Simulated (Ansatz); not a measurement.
# Magnetic states of nickel, A15

Computed with DFT, revPBE, plane waves (420 eV) with PAW, scalar-relativistic (Ansatz). (PAW data from PBE, frozen cores regenerated.)

Each start was relaxed and then solved on a dense mesh, with Fermi-Dirac smearing of 0.05 eV (0.1 eV in a metal without spin) extrapolated to zero. Rows within 2 meV/atom of each other tie.

Q: Where does each start end, and how do the energies compare? Starts: non-magnetic; ferromagnetic.

A: 
```csv
start,ends,ΔE (meV/atom),V (Å³/atom)
ferromagnetic,"ferromagnetic, net 0.62 μB per atom",0.0,11.38
non-magnetic,spin not included,33.8,11.34
```
